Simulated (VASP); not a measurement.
Input of a VASP 6.6.1 run:

Contents of POSCAR:

```
CdTe
1.0
    0.0000000000      3.0443556749      3.0443556749
    3.0443556749      0.0000000000      3.0443556749
    3.0443556749      3.0443556749      0.0000000000
Cd Te
1 1
Direct
    0.0000000000      0.0000000000      0.0000000000
    0.5000000000      0.5000000000      0.5000000000
```

The input INCAR.step1:

```
SYSTEM = CdTe
PREC = Accurate
ENCUT = 520
EDIFF = 1E-5
ISMEAR = -1
SIGMA = 0.02
LREAL = .False.
LASPH = .True.
NELM = 100
ALGO = Normal
ISIF = 2
LWAVE = .True.
LCHARG = .False.
NBANDS = 16
GGA = PE
```

The input INCAR.step2:

```
SYSTEM = CdTe
PREC = Accurate
ENCUT = 520
EDIFF = 1E-6
ISMEAR = -1
SIGMA = 0.02
LREAL = .False.
LASPH = .True.
NELM = 100
ALGO = Normal
ISIF = 2
LWAVE = .False.
LCHARG = .False.
GGA = PE
LHFCALC = .True.
HFSCREEN = 0.2079
PRECFOCK = Normal
NBANDS = 16
ISTART = 1
```

File KPOINTS:

```
regular mesh
0
Gamma
  4 4 4
  0 0 0
```

Potentials or basis: VASP PAW PBE potentials, release 64 (Cd, Te).

Command:

```console
$ cat potpaw_PBE.64/Cd/POTCAR potpaw_PBE.64/Te/POTCAR > POTCAR
$ cp INCAR.step1 INCAR
$ mpirun -np 1 vasp_std > vasp.out
$ cp INCAR.step2 INCAR
$ mpirun -np 1 vasp_std > vasp.out
```

Q: Predict the pressure.

A: 0.1 GPa.

Q: What does it give for the band gap on the k mesh?

A: None (metal or under the smearing width).

Caveat: the k mesh is coarse (spacing up to 0.45 Å⁻¹), so the values aren't converged, least of all with exact exchange; the PAW data sets were made with another functional, which shifts forces and pressure a little. The run has no spin-orbit coupling, so splittings on Te are missing.
